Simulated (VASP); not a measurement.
# Si (Fd-3m) in VASP: single point with r2SCAN

Aim: the single point of Si with r2SCAN.

All numbers are computed with VASP 6.6.1; they aren't measurements. Logs are shortened: lines on timing, memory, paths and dates and some standing lists are left out, and cuts for length are marked.

**1. The crystal as given**

Symmetry: Fd-3m, No. 227, cubic system. Conventional cell: a = 5.440 Å, b = 5.440 Å, c = 5.440 Å, α = 90.00°, β = 90.00°, γ = 90.00°. Si (site symmetry -43m) has 4 Si at 2.36 Å as nearest neighbours.

The cell was built by a generator and needn't be a form met in nature.

**2. Single point, r2SCAN**

The input, INCAR:

```
SYSTEM = Si
ALGO = Normal
EDIFF = 1E-7
ENCUT = 300
ISIF = 2
ISMEAR = -1
LASPH = .True.
LCHARG = .False.
LMIXTAU = .True.
LREAL = .False.
LWAVE = .False.
METAGGA = R2SCAN
NBANDS = 166
NELM = 100
PREC = Accurate
SIGMA = 0.05
```

The input, KPOINTS:

```
k-points
0
Gamma
  2 2 2
  0 0 0
```

The input, POSCAR:

```
Si
1.0
   10.8800000000      0.0000000000      0.0000000000
    0.0000000000     10.8800000000      0.0000000000
    0.0000000000      0.0000000000     10.8800000000
Si
64
Direct
    0.5000000000      0.0000000000      0.0000000000
    0.7500000000      0.2500000000      0.0000000000
    0.7500000000      0.0000000000      0.2500000000
    0.0000000000      0.0000000000      0.0000000000
    0.2500000000      0.2500000000      0.0000000000
    0.5000000000      0.5000000000      0.0000000000
    0.7500000000      0.7500000000      0.0000000000
    0.2500000000      0.0000000000      0.2500000000
    0.5000000000      0.2500000000      0.2500000000
    0.7500000000      0.5000000000      0.2500000000
    0.5000000000      0.0000000000      0.5000000000
    0.7500000000      0.2500000000      0.5000000000
    0.7500000000      0.0000000000      0.7500000000
    0.0000000000      0.5000000000      0.0000000000
    0.2500000000      0.7500000000      0.0000000000
    0.0000000000      0.2500000000      0.2500000000
    0.2500000000      0.5000000000      0.2500000000
    0.5000000000      0.7500000000      0.2500000000
    0.0000000000      0.0000000000      0.5000000000
    0.2500000000      0.2500000000      0.5000000000
    0.5000000000      0.5000000000      0.5000000000
    0.7500000000      0.7500000000      0.5000000000
    0.2500000000      0.0000000000      0.7500000000
    0.5000000000      0.2500000000      0.7500000000
    0.7500000000      0.5000000000      0.7500000000
    0.0000000000      0.7500000000      0.2500000000
    0.0000000000      0.5000000000      0.5000000000
    0.2500000000      0.7500000000      0.5000000000
    0.0000000000      0.2500000000      0.7500000000
    0.2500000000      0.5000000000      0.7500000000
    0.5000000000      0.7500000000      0.7500000000
    0.0000000000      0.7500000000      0.7500000000
    0.6250000000      0.1250000000      0.1250000000
    0.8750000000      0.3750000000      0.1250000000
    0.8750000000      0.1250000000      0.3750000000
    0.1250000000      0.1250000000      0.1250000000
    0.3750000000      0.3750000000      0.1250000000
    0.6250000000      0.6250000000      0.1250000000
    0.8750000000      0.8750000000      0.1250000000
    0.3750000000      0.1250000000      0.3750000000
    0.6250000000      0.3750000000      0.3750000000
    0.8750000000      0.6250000000      0.3750000000
    0.6250000000      0.1250000000      0.6250000000
    0.8750000000      0.3750000000      0.6250000000
    0.8750000000      0.1250000000      0.8750000000
    0.1250000000      0.6250000000      0.1250000000
    0.3750000000      0.8750000000      0.1250000000
    0.1250000000      0.3750000000      0.3750000000
    0.3750000000      0.6250000000      0.3750000000
    0.6250000000      0.8750000000      0.3750000000
    0.1250000000      0.1250000000      0.6250000000
    0.3750000000      0.3750000000      0.6250000000
    0.6250000000      0.6250000000      0.6250000000
    0.8750000000      0.8750000000      0.6250000000
    0.3750000000      0.1250000000      0.8750000000
    0.6250000000      0.3750000000      0.8750000000
    0.8750000000      0.6250000000      0.8750000000
    0.1250000000      0.8750000000      0.3750000000
    0.1250000000      0.6250000000      0.6250000000
    0.3750000000      0.8750000000      0.6250000000
    0.1250000000      0.3750000000      0.8750000000
    0.3750000000      0.6250000000      0.8750000000
    0.6250000000      0.8750000000      0.8750000000
    0.1250000000      0.8750000000      0.8750000000
```

Potentials or basis: VASP PAW PBE potentials, release 64 (Si).

Started as:

```console
$ cat potpaw_PBE.64/Si/POTCAR > POTCAR
$ mpirun -np 1 vasp_std > vasp.out
```

OUTCAR:

```text
SYSTEM = Si
   EDIFF = 1E-7
   ENCUT = 300
   ISIF = 2
   ISMEAR = -1
   LASPH = .True.
   LREAL = .False.
   METAGGA = R2SCAN
   NELM = 100
   PREC = Accurate

 ion  position               nearest neighbor table
   1  0.500  0.000  0.000-  33 2.36  47 2.36  55 2.36  63 2.36
   2  0.750  0.250  0.000-  33 2.36  34 2.36  45 2.36  56 2.36
   3  0.750  0.000  0.250-  33 2.36  35 2.36  39 2.36  50 2.36
   4  0.000  0.000  0.000-  36 2.36  39 2.36  45 2.36  64 2.36
   5  0.250  0.250  0.000-  36 2.36  37 2.36  55 2.36  61 2.36
   6  0.500  0.500  0.000-  37 2.36  38 2.36  56 2.36  62 2.36
[... 56 lines left out ...]
  63  0.625  0.875  0.875-   1 2.36   7 2.36  13 2.36  31 2.36
  64  0.125  0.875  0.875-   4 2.36  15 2.36  23 2.36  32 2.36

  LATTYP: Found a simple cubic cell.
 ALAT       =    10.8800000000

  Lattice vectors:

 A1 = (  10.8800000000,   0.0000000000,   0.0000000000)
 A2 = (   0.0000000000,  10.8800000000,   0.0000000000)
 A3 = (   0.0000000000,   0.0000000000,  10.8800000000)

Analysis of symmetry for initial positions (statically):
=====================================================================
 Subroutine PRICEL returns following result:

  LATTYP: Found a face centered cubic cell.
 ALAT       =     5.4400000000

  Lattice vectors:

 A1 = (   2.7200000000,  -2.7200000000,   0.0000000000)
 A2 = (   2.7200000000,   0.0000000000,   2.7200000000)
 A3 = (   0.0000000000,  -2.7200000000,   2.7200000000)

  32 primitive cells build up your supercell.

 Routine SETGRP: Setting up the symmetry group for a
 simple cubic supercell.

 Subroutine GETGRP returns: Found 48 space group operations
 (whereof 24 operations were pure point group operations)
 out of a pool of 48 trial point group operations.

The static configuration has the point symmetry T_d .
 The point group associated with its full space group is O_h .

Analysis of symmetry for dynamics (positions and initial velocities):
=====================================================================
 Subroutine PRICEL returns following result:

  LATTYP: Found a face centered cubic cell.
 ALAT       =     5.4400000000

  Lattice vectors:

 A1 = (   2.7200000000,  -2.7200000000,   0.0000000000)
 A2 = (   2.7200000000,   0.0000000000,   2.7200000000)
 A3 = (   0.0000000000,  -2.7200000000,   2.7200000000)

  32 primitive cells build up your supercell.

 Routine SETGRP: Setting up the symmetry group for a
 simple cubic supercell.

 Subroutine GETGRP returns: Found 48 space group operations
 (whereof 24 operations were pure point group operations)
 out of a pool of 48 trial point group operations.

The dynamic configuration has the point symmetry T_d .
 The point group associated with its full space group is O_h .

 Subroutine INISYM returns: Found 48 space group operations
 (whereof 24 operations are pure point group operations),
 and found    32 'primitive' translations

----------------------------------------------------------------------------------------

                                     Primitive cell

  volume of cell :      40.2473

  direct lattice vectors                    reciprocal lattice vectors
     2.720000000 -2.720000000  0.000000000     0.183823529 -0.183823529 -0.183823529
     2.720000000  0.000000000  2.720000000     0.183823529  0.183823529  0.183823529
     0.000000000 -2.720000000  2.720000000    -0.183823529 -0.183823529  0.183823529

  length of vectors
     3.846660890  3.846660890  3.846660890     0.318391693  0.318391693  0.318391693

  position of ions in fractional coordinates (direct lattice)
     0.000000000  0.000000000  0.000000000
     0.750000000  0.750000000  0.750000000

  ion indices of the primitive-cell ions
   primitive index   ion index
                 1           1
                 2          33

----------------------------------------------------------------------------------------

 KPOINTS: k-points

Automatic generation of k-mesh.
 Grid dimensions read from file:
 generate k-points for:    2    2    2

 Generating k-lattice:

  Cartesian coordinates                     Fractional coordinates (reciprocal lattice)
     0.045955882  0.000000000  0.000000000     0.500000000  0.000000000  0.000000000
     0.000000000  0.045955882  0.000000000     0.000000000  0.500000000  0.000000000
     0.000000000  0.000000000  0.045955882     0.000000000  0.000000000  0.500000000

  Length of vectors
     0.045955882  0.045955882  0.045955882

  Shift w.r.t. Gamma in fractional coordinates (k-lattice)
     0.000000000  0.000000000  0.000000000

 Subroutine IBZKPT returns following result:
 ===========================================

 Found      4 irreducible k-points:

 Following reciprocal coordinates:
            Coordinates               Weight
  0.000000  0.000000  0.000000      1.000000
  0.500000  0.000000  0.000000      3.000000
  0.500000  0.500000  0.000000      3.000000
  0.500000  0.500000  0.500000      1.000000
   k-points           NKPTS =      4   k-points in BZ     NKDIM =      4   number of bands    NBANDS=    166
   number of dos      NEDOS =    301   number of ions     NIONS =     64
   total plane-waves  NPLWV = 262144
   dimension x,y,z NGX =    64 NGY =   64 NGZ =   64
   dimension x,y,z NGXF=   128 NGYF=  128 NGZF=  128
   ions per type =              64
   NGX,Y,Z   is equivalent  to a cutoff of   9.78,  9.78,  9.78 a.u.
   NGXF,Y,Z  is equivalent  to a cutoff of  19.56, 19.56, 19.56 a.u.
 SYSTEM =  Si
   PREC   = accura    normal or accurate (medium, high low for compatibility)
   ISTART =      0    job   : 0-new  1-cont  2-samecut
   ICHARG =      2    charge: 1-file 2-atom 10-const
   ISPIN  =      1    spin polarized calculation?
   LNONCOLLINEAR =      F non collinear calculations
   LSORBIT =      F    spin-orbit coupling
   LASPH  =      T    aspherical Exc in radial PAW
   ENCUT  =  300.0 eV  22.05 Ry    4.70 a.u.  15.37 15.37 15.37*2*pi/ulx,y,z
   NELM   =    100;   NELMIN=  2; NELMDL= -5     # of ELM steps
   EDIFF  = 0.1E-06   stopping-criterion for ELM
   LREAL  =      F    real-space projection
[... 7 lines left out ...]
   TEBEG  =    0.0;   TEEND  =   0.0 temperature during run
   PSTRESS=    0.0 pullay stress
   NELECT =     256.0000    total number of electrons
   NUPDOWN=      -1.0000    fix difference up-down
   EMIN   =  10.00;   EMAX   =-10.00  energy-range for DOS
   EFERMI =   0.00;   METHOD = LEGACY
   ISMEAR =    -1;   SIGMA  =   0.05  broadening in eV -4-tet -1-fermi 0-gaus
   EFERMI_NEDOS =   21; number of points for ismear=-14 and -15
   IALGO  =     38    algorithm
   IMIX   =      4    mixing-type and parameters
     AMIX     =   0.40;   BMIX     =  1.00
     AMIX_MAG =   1.60;   BMIX_MAG =  1.00
  volume/ion in A,a.u.               =      20.12       135.80
  Fermi-wavevector in a.u.,A,eV,Ry     =   0.955416  1.805475 12.419671  0.912820
  Thomas-Fermi vector in A             =   2.084252
   LORBIT       =      0    0 simple, 1 ext, 2 COOP (PROOUT), +10 PAW based schemes
   METAGGA = R2SCAN    functional components
   LHFCALC =     F    Hartree Fock is set to
   AEXX    =    0.0000 exact exchange contribution
   IVDW    =     0    specifies the selected vdW correction
   LEPSILON=     F    determine dielectric tensor
   LRPA    =     F    only Hartree local field effects (RPA)
 non-spin polarized calculation
  energy-cutoff  :      300.00
  volume of cell :     1287.91
 maximum number of plane-waves:     15275
 NGX is ok and might be reduce to    64
   NGX = 31   NGY = 31   NGZ = 31

 number of electron     256.0000093 magnetization

 Free energy of the ion-electron system (eV)
  ---------------------------------------------------
  ext. energy  EPLUGINS =         0.00000000
  ---------------------------------------------------
  free energy    TOTEN  =      -561.35505999 eV

  energy without entropy =     -561.35478402  energy(sigma->0) =     -561.35492201

 E-fermi :   6.0807     XC(G=0):  -9.8338

 val. band max:        5.6881421762   @ k =   0.0000   0.0000   0.0000
 cond. band min:       6.5130376898   @ k =   0.5000   0.0000   0.0000
 fundamental gap:      0.8248955135
 Fermi energy:         6.0807193773

 k-point     1 :       0.0000    0.0000    0.0000
  band No.  band energies     occupation
      1      -6.8025      2.00000
      2      -5.6679      2.00000
      3      -5.6679      2.00000
      4      -5.6679      2.00000
      5      -5.6679      2.00000
      6      -5.6679      2.00000
[... 132 lines left out ...]
    139       7.0278      0.00000
    140       7.0278      0.00000

 k-point     2 :       0.5000    0.0000    0.0000
  band No.  band energies     occupation
      1      -6.5161      2.00000
      2      -6.5161      2.00000
      3      -5.4088      2.00000
      4      -5.4088      2.00000
      5      -5.4088      2.00000
      6      -5.4088      2.00000
[... 132 lines left out ...]
    139       7.9147      0.00000
    140       7.9147      0.00000

 k-point     3 :       0.5000    0.5000    0.0000
  band No.  band energies     occupation
      1      -6.2358      2.00000
      2      -6.2358      2.00000
      3      -6.2358      2.00000
      4      -6.2358      2.00000
      5      -5.1712      2.00000
      6      -5.1712      2.00000
[... 132 lines left out ...]
    139       7.8786      0.00000
    140       7.8786      0.00000

 k-point     4 :       0.5000    0.5000    0.5000
  band No.  band energies     occupation
      1      -5.9642      2.00000
      2      -5.9642      2.00000
      3      -5.9642      2.00000
      4      -5.9642      2.00000
      5      -5.9642      2.00000
      6      -5.9642      2.00000
[... 132 lines left out ...]
    139       7.4545      0.00000
    140       7.4545      0.00000
 [bands above 140 left out]

------------------------ aborting loop because EDIFF is reached ----------------------------------------

  FORCE on cell =-STRESS in cart. coord.  units (eV):
  Direction    XX          YY          ZZ          XY          YZ          ZX
  --------------------------------------------------------------------------------------
  -------------------------------------------------------------------------------------
  Total       -0.6526524     -0.6526524     -0.6526524     -0.0000000      0.0000000     -0.0000000
  in kB       -0.8119061     -0.8119061     -0.8119061     -0.0000000      0.0000000     -0.0000000
  external PRESSURE =      -0.8119061 kB  Pullay stress =       0.0000000 kB

 VOLUME and BASIS-vectors are now :
 -----------------------------------------------------------------------------
  energy-cutoff  :      300.00
  volume of cell :     1287.91
      direct lattice vectors                 reciprocal lattice vectors
    10.880000000  0.000000000  0.000000000     0.091911765  0.000000000  0.000000000
     0.000000000 10.880000000  0.000000000     0.000000000  0.091911765  0.000000000
     0.000000000  0.000000000 10.880000000     0.000000000  0.000000000  0.091911765

 POSITION                                       TOTAL-FORCE (eV/Angst)
 -----------------------------------------------------------------------------------
      5.44000      0.00000      0.00000         0.000000      0.000000      0.000000
      8.16000      2.72000      0.00000        -0.000000     -0.000000     -0.000000
      8.16000      0.00000      2.72000        -0.000000     -0.000000     -0.000000
      0.00000      0.00000      0.00000         0.000000     -0.000000      0.000000
      2.72000      2.72000      0.00000        -0.000000     -0.000000      0.000000
      5.44000      5.44000      0.00000        -0.000000      0.000000      0.000000
[... 56 lines left out ...]
      6.80000      9.52000      9.52000         0.000000      0.000000     -0.000000
      1.36000      9.52000      9.52000         0.000000     -0.000000     -0.000000
 -----------------------------------------------------------------------------------
    total drift:                               -0.000000     -0.000000      0.000000

  FREE ENERGIE OF THE ION-ELECTRON SYSTEM (eV)
  ---------------------------------------------------
  free  energy   TOTEN  =      -561.3550599918 eV

  energy  without entropy=     -561.3547840220  energy(sigma->0) =     -561.35492201
```

Run time: 20 min. Hardware: 1 thread of Intel Xeon 6975P-C (Granite Rapids), shared host; peak memory 0.78 GiB.

What came out:

```yaml
Free_energy: -561.3551 eV
Pressure: -0.1 GPa
Band_gap_on_the_k_mesh: 0.82 eV
```

Caveat: the cutoff is under 1.25 times the usual one of these potentials, so pressure, stress and relaxed cells hold a basis-set (Pulay) error; the PAW data sets were made with another functional, which shifts forces and pressure a little.
